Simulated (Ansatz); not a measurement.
# CoSi2 (AlB2 type): a single-point run

Aim: a sound single-point run of CoSi2 (AlB2 type). The structure is shown as the input types it.

Program: Ansatz 0.2.0. Level of theory: DFT PBEsol, scalar-relativistic, plane waves, PAW. These are calculated values, not measurements.

2 further runs of the same task are left out: 2 that didn't finish.

### 1 Starting point

It takes space group P6/mmm (No. 191, hexagonal). Conventional cell: a = 4.118 Å, b = 4.118 Å, c = 2.476 Å, α = 90.00°, β = 90.00°, γ = 120.00°. Around Co (site symmetry 6/mmm) lie 2 Co at 2.48 Å and 12 Si at 2.68 Å. Si (site symmetry -6m2) is surrounded by 5 Si at 2.38 to 2.48 Å and 6 Co at 2.68 Å.

Structure file:

```xyz
3
Lattice="4.1182 0.0000 0.0000 -2.0591 3.5665 0.0000 0.0000 0.0000 2.4757" Properties=species:S:1:pos:R:3 pbc="T T T"
Co    0.0000    0.0000    0.0000
Si    0.0000    2.3777    1.2378
Si    2.0591    1.1888    1.2378
```

### 2 Running it

Input file input.yaml:

```yaml
crystal:
  lattice:
    - [4.118214377689, 2.886765550782e-11, 0.0]
    - [-2.05910718887, 3.566478269295, 0.0]
    - [0.0, 0.0, 2.4756767242]
  atoms:
    - { symbol: Co, position: [0.0, 0.0, 0.0], spin: 1.5 }
    - { symbol: Si, position: [0.3333333333333, 0.6666666666667, 0.5] }
    - { symbol: Si, position: [0.6666666666667, 0.3333333333333, 0.5] }
basis:
  ecutwfc: 420
  ecutrho_ratio: 4
kpoints:
  mp_grid: { grid: [10, 10, 12] }
hamiltonian:
  xc: pbesol
scf:
  occupations: { method: fixed }
  max_iter: 100
output:
  forces: true
  stress: true
magnetization:
  spin_polarized: true
```

Launch:

```console
$ ansatz run input.yaml --threads 4 --pin off --max-ram 4096MiB --backend cpu --events-out ev --progress --plain --runs-dir out
```

What happens when this is run?

Nothing was computed: the input was turned down at the start. The line that matters: «inconsistent input (scf.occupations.method, magnetization): a σ = 0 step fill (method: fixed, or a smearing width below the step floor) cannot realise an odd electron count (25) without a locked total moment ...»

Look at the input: scf.occupations.method is fixed. Integer fillings are wrong where bands cross the Fermi level, and an odd count or a moment must be fixed by hand.

Fix: set scf.occupations.method to gaussian.
